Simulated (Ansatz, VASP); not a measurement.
**SnTe in VASP and in Ansatz**

Contents of INCAR:

```
PREC     = Accurate       # precision mode
ENCUT    = 520            # plane-wave cutoff, eV
EDIFF    = 1E-6           # SCF threshold, eV
ISMEAR   = -1             # smearing method
SIGMA    = 0.05           # smearing width, eV
LREAL    = F              # projectors in reciprocal space
LASPH    = T              # aspherical terms in the spheres
NELM     = 100            # most SCF steps
ALGO     = Normal         # electronic algorithm
ISIF     = 2              # what is computed and relaxed
LWAVE    = F              # write WAVECAR
LCHARG   = F              # write CHGCAR
GGA      = CA             # functional
NBANDS   = 17             # bands
```

The input KPOINTS:

```
Automatic mesh
0
Gamma
  6 6 6
```

POSCAR

```
SnTe
1.0
    0.0000000000      3.6819707652      3.6819707652
    3.6819707652      0.0000000000      3.6819707652
    3.6819707652      3.6819707652      0.0000000000
Te Sn
1 1
Direct
    0.2500000000      0.2500000000      0.2500000000
    0.0000000000      0.0000000000      0.0000000000
```

File input.yaml:

```yaml
crystal:
  lattice:
    - [0.0, 3.6819707652, 3.6819707652]
    - [3.6819707652, 0.0, 3.6819707652]
    - [3.6819707652, 3.6819707652, 0.0]
  atoms:
    - { symbol: Te, position: [0.25, 0.25, 0.25] }
    - { symbol: Sn, position: [0.0, 0.0, 0.0] }
hamiltonian:
  xc: lda
  pseudopotentials: { kind: paw }
kpoints:
  mp_grid: { grid: [6, 6, 6] }
scf:
  occupations: { method: fermi_dirac, width: 0.05 }
output:
  forces: true
  stress: true
  eigenvalues: true
  write_density: true
  write_potential: true
  elf: true
  volumetric_format: npy
```

Measurements of this composition are mostly on another form, of space group No. 225.

Alike in both runs: task single point; functional LDA; k mesh 6 × 6 × 6; occupations fermi-dirac, width 0.05 eV; no spin polarisation.

```csv
,VASP,Ansatz
version,VASP 6.6.1,Ansatz 0.2.0
potentials or method,"VASP PAW LDA potentials, release 64 (Te, Sn_d)",Ansatz PAW
plane-wave cutoff (eV),520,420
valence electrons in the cell,20,30
```

|  | VASP | Ansatz | Ansatz less VASP |
| --- | --- | --- | --- |
| gap on the k mesh at the Fermi level (eV) | 0.32 | 0.33 | +0.009 |
| least direct gap on the mesh (eV) | 0.78 | 0.79 | +0.006 |
| pressure (GPa) | -3.2 | -3.2 | -0.02 |

The two sets of potentials don't hold the same shells in valence.

Caveats: spin-orbit coupling is left out, which moves the levels of the heavy elements; the PAW data sets come from PBE, with cores solved anew for the run's functional, which leaves a small shift of forces and pressure (Ansatz).
